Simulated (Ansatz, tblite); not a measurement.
## A script for CdF₂ (GFN1-xTB)

These are simulated results from tblite 0.8.0, not measurements. The cell was built from a prototype and was relaxed with r2SCAN in plane waves (Ansatz 0.2.0). It may be hypothetical. It is a single sheet, repeated along a and b, with vacuum along c. All runs are without spin polarisation.

In-plane lattice: a = 3.504 Å, b = 3.504 Å, γ = 120.0°; thickness between the outer nuclei 1.96 Å. Cd is surrounded by 6 F at 2.25 Å; F is surrounded by 3 Cd at 2.25 Å.

tblite solves periodic systems at the zone centre alone, so the script builds a cluster of 3×3×1 conventional cells (27 atoms), which folds in a coarse mesh of k points.

run.py reads:

```python
import json
from ase import Atoms
from ase.build import make_supercell
from ase.units import Bohr, GPa, Hartree
from tblite.interface import Calculator

atoms = Atoms(['Cd', 'F', 'F'],
              cell=[[3.504197, -0.0, 0.0], [-1.752098, 3.034723, -0.0], [0.0, 0.0, 28.254839]],
              scaled_positions=[[-0.0, 0.0, 0.31853], [0.333333, 0.666667, 0.353164], [0.666667, 0.333333, 0.283895]],
              pbc=True)
cluster = make_supercell(atoms, [[3, 0, 0], [0, 3, 0], [0, 0, 1]])
calc = Calculator('GFN1-xTB', cluster.numbers, cluster.positions / Bohr, lattice=cluster.cell[:] / Bohr, periodic=cluster.pbc)
calc.set('temperature', 0.02 / Hartree)
calc.set('max-iter', 150)
res = calc.singlepoint()
levels = res.get('orbital-energies') * Hartree
nv = round(res.get('orbital-occupations').sum() / 2)
cells = len(cluster) // len(atoms)
out = {'energy_per_cell': res.get('energy') * Hartree / cells, 'homo': levels[nv - 1], 'lumo': levels[nv],
       'stress': (-res.get('virial') * Hartree / cluster.get_volume() / GPa).tolist(), 'charges': res.get('charges')[:len(atoms)].tolist(), 'electrons': 2 * nv / cells}
json.dump(out, open('results.json', 'w'))
for key, value in out.items():
    print(key, value)
```

Command: `python run.py`. It took 0.81 s on 1 thread of Arm Neoverse V1, with other jobs on the host, peak memory 0.095 GiB.

Output:

```
------------------------------------------------------------
  cycle        total energy    energy error   density error
------------------------------------------------------------
      1     -97.24307379597  -9.7201399E+01   8.7864113E-01
      2     -100.1695107701  -2.9264370E+00   2.6146774E-01
      3     -100.1823596797  -1.2848910E-02   1.6960493E-01
      4     -100.1755639117   6.7957680E-03   4.8176297E-02
      5     -100.1980474085  -2.2483497E-02   2.2608949E-03
      6     -100.1980813357  -3.3927123E-05   1.3015453E-03
      7     -100.1980961449  -1.4809252E-05   2.8882846E-04
      8     -100.1980968852  -7.4024099E-07   5.4254540E-05
      9     -100.1980969121  -2.6971676E-08   6.7734179E-07
------------------------------------------------------------

 total:                                   0.166 sec
energy_per_cell -302.9476771092118
homo -13.213418358512023
lumo -11.251587145666502
stress [[-0.3776695941655961, -0.00024762819670569135, 2.665218486512634e-06], [-0.0002476281967057226, -0.37795537563625525, -1.6691862906429707e-06], [2.6652184865606e-06, -1.6691862906271528e-06, 0.564619404602681]]
charges [0.6288226508291537, -0.31441029124570385, -0.31441034306473403]
electrons 16.0
```

The cycle table is in hartree for the whole cluster, and the lines after it are in eV (the energy for one cell). The printed stress is in GPa and positive in compression, and the pressure is its mean diagonal, here averaged over the vacuum too.

GFN1-xTB gives a gap of 1.96 eV. On the same cell, plane-wave PBE (Ansatz, 12×12×1 k points and the special points) gives a gap of 3.94 eV and r2SCAN a gap of 4.64 eV; on shared hosts these took about 9.1 and 26 core-seconds on the 3-atom cell, against 0.81 for the script. Semilocal gaps usually lie below measured ones. xTB was fitted to molecules, so gaps, charges and pressures of solids can be far off, and the gap also depends on the size of the cluster.

xTB was fitted mostly to molecules, and a small cluster samples few k points, so gaps, pressures and kinks along a curve can be far from a solid's.

Spin-orbit coupling is left out.
